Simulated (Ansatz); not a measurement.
# C with nitrogen replacing C: gradients before and after relaxing the atoms

Start: a supercell of C (diamond type, Fd-3m) built from a structure deposited in the COD, with all atoms left at the host's positions.

```cif
data_C53N
_symmetry_space_group_name_H-M 'F-43m'
_symmetry_Int_Tables_number 216
_cell_length_a 10.7002
_cell_length_b 10.7002
_cell_length_c 10.7002
_cell_angle_alpha 90.000
_cell_angle_beta 90.000
_cell_angle_gamma 90.000
loop_
_atom_site_label
_atom_site_type_symbol
_atom_site_symmetry_multiplicity
_atom_site_Wyckoff_symbol
_atom_site_fract_x
_atom_site_fract_y
_atom_site_fract_z
N N 4 a 0.0000 0.0000 0.0000
C2 C 48 h 0.1667 0.0000 0.1667
C5 C 16 e 0.3333 0.8333 0.1667
C9 C 16 e 0.6667 0.6667 0.3333
C15 C 24 f 0.5000 0.6667 0.5000
C28 C 16 e 0.0833 0.9167 0.0833
C29 C 24 g 0.2500 0.9167 0.2500
C33 C 48 h 0.5833 0.7500 0.4167
C41 C 16 e 0.4167 0.5833 0.4167
C54 C 4 c 0.7500 0.2500 0.7500
```

One atom of each set is listed; the run and its k-mesh use a cell of 54 atoms with edges of 7.57, 7.57, 7.57 Å.

Method: Kohn–Sham DFT in Ansatz, PBE, plane waves and PAW, scalar-relativistic, 420 eV cutoff, Γ-centred 3×3×3 k-points, Fermi–Dirac smearing 0.01 eV, cell charge +1.

The largest force at the start is 0.82 eV/Å. Relaxing the ions at fixed cell moves them by 0.016 Å at most (atom 28, C) and 0.006 Å rms.

| site | moved (Å) | first shell before | first shell after | V_zz before (10²¹ V/m²) | η before |
| --- | --- | --- | --- | --- | --- |
| N | 0.000 | 4 C at 1.54 Å | 4 C at 1.56 Å | 0.00 | – |
| C2 | 0.008 | 4 C at 1.54 Å | 4 C at 1.54–1.55 Å | 0.59 | 0.21 |
| C5 | 0.002 | 4 C at 1.54 Å | 4 C at 1.54 Å | -0.13 | 0.00 |
| C9 | 0.001 | 4 C at 1.54 Å | 4 C at 1.54 Å | -0.12 | 0.00 |
| C15 | 0.002 | 4 C at 1.54 Å | 4 C at 1.54 Å | -0.081 | 0.76 |
| C28 | 0.016 | 1 N at 1.54 Å, 3 C at 1.54 Å | 3 C at 1.54 Å, 1 N at 1.56 Å | 3.83 | 0.00 |
| C29 | 0.005 | 4 C at 1.54 Å | 4 C at 1.54–1.55 Å | 0.33 | 0.80 |
| C33 | 0.004 | 4 C at 1.54 Å | 4 C at 1.54 Å | -0.19 | 0.61 |
| C41 | 0.001 | 4 C at 1.54 Å | 4 C at 1.54 Å | 0.046 | 0.00 |

**Question.** What are V_zz and η after the relaxation?

**Answer.** 

```
site  V_zz after  η after  change of V_zz
   N        0.00        –            0.00
  C2        0.56     0.27           -0.03
  C5       -0.10     0.00           +0.03
  C9      -0.092     0.00           +0.02
 C15      -0.090     0.85           -0.01
 C28        3.89     0.00           +0.06
 C29        0.32     0.90           -0.01
 C33       -0.18     0.55           +0.01
 C41       0.049     0.00            0.00
```

The largest change of V_zz is on C28, from 3.83 to 3.89. In per cent, |V_zz| changes by -5 to +1 on C (all sites that start above 0.5). Other sites without a gradient aren't listed.

The defect repeats with the cell of 54 atoms, so it feels its images: sites between two images don't show the values beside a lone defect, and zeros or small values of η there can come from the images' arrangement. A uniform background compensates the cell's charge.
Before: The neighbours have not yet relaxed around the defect (largest force 0.82 eV/Å), so a real crystal will differ.
After: The relaxation keeps the site symmetry -43m of the start, so the impurity can't leave its site; a start off the site could end lower.
